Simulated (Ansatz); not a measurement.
Runs of Ansatz 0.2.0 on Al. Symmetry: Fm-3m, No. 225, cubic system. The conventional cell has a = 4.050 Å, b = 4.050 Å, c = 4.050 Å, α = 90.00°, β = 90.00°, γ = 90.00°. Al (site symmetry m-3m) is surrounded by 12 Al at 2.86 Å. 

```tsv
task	level	cell	k mesh	cutoff (eV)	smearing	mesh quality	gap on the mesh (eV)	pressure (GPa)	relaxed volume (Å³/atom)
relaxation of cell and atoms	RPBE+D4	relaxed	11 × 11 × 11	420	fermi-dirac 0.05 eV	not flagged	-	0.0	(b)
relaxation of cell and atoms	revPBE+D3(BJ)	relaxed	11 × 11 × 11	420	fermi-dirac 0.05 eV	not flagged	none	0.0	(a)
single point	PBE	as given	5 × 5 × 5	420	fermi-dirac 0.05 eV	coarse	none	1.4	-
density of states	LDA	as given	11 × 11 × 11	420	methfessel-paxton 0.2 eV	not flagged	none	-3.7	-
single point	PBE	as given	11 × 11 × 11	420	gaussian 0.023 eV	not flagged	none	-0.5	-
single point	RPBE	as given	11 × 11 × 11	420	gaussian 0.02 eV	not flagged	none	0.9	-
single point	r2SCANh	as given	6 × 6 × 6	500	fermi-dirac 0.05 eV	coarse	none	-	-
```

Alike in all rows: potentials or basis Ansatz PAW; no spin polarisation.

**Question.** Estimate the missing entries.

**Answer.** (a) 15.46; (b) 15.61.

Caveats: some runs use coarse meshes; the PAW data sets come from PBE, with cores solved anew for the run's functional, which leaves a small shift of forces and pressure (some runs); the potentials were made for another functional, which shifts forces and pressure (some runs); the plane-wave basis is chosen anew once the cell has moved, so the energies of steps on either side of that aren't comparable (some runs); pairwise dispersion overbinds metals, which lowers pressure and volume (some runs).

A k mesh can miss the band edges.

A gap of «none» marks a metal or a gap under the smearing width.

Not every run made on this cell is shown here.
